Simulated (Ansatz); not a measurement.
**Is this MgO structure stable?**

The cell was reached from a generator's guess, though it ends in a space group that the Crystallography Open Database lists for this formula.

All numbers below come from DFT PBE, scalar-relativistic, plane waves, PAW in Ansatz 0.2.0. The final run on the 2-atom cell used 420 eV, a Γ-centred 10×10×10 mesh, 0.02 eV smearing and no spin polarisation.

Space group Fm-3m (No. 225). a = 4.253 Å, b = 4.253 Å, c = 4.253 Å, α = 90.00°, β = 90.00°, γ = 90.00°
```
atom  site  symmetry       x       y       z
  Mg    4b      m-3m  0.5000  0.0000  0.0000
   O    4a      m-3m  0.0000  0.0000  0.0000
```

Energies over the elements count from the elements' standard structures at the same level (O₂ as a molecule), with no fitted energy shifts.

Q: These tests were run: energy against the elements; random kick, then relaxation without symmetry; phonons on a 4×4×4 q mesh; elastic tensor. What do they show?

A:

```json
{"test": "energy against the elements", "result": "−2.685 eV/atom"}
{"test": "random kick, then relaxation without symmetry", "result": "returns"}
{"test": "phonons on a 4×4×4 q mesh", "result": "no imaginary mode on the mesh"}
{"test": "elastic tensor", "result": "least eigenvalue 141 GPa"}
```

It fails none of these tests. Whether a mixture of other phases lies lower isn't tested here.

The kick test ran on a coarse mesh. The run for the phonons used a 12×12×12 k mesh. The run for the elastic tensor used a 12×12×12 k mesh.
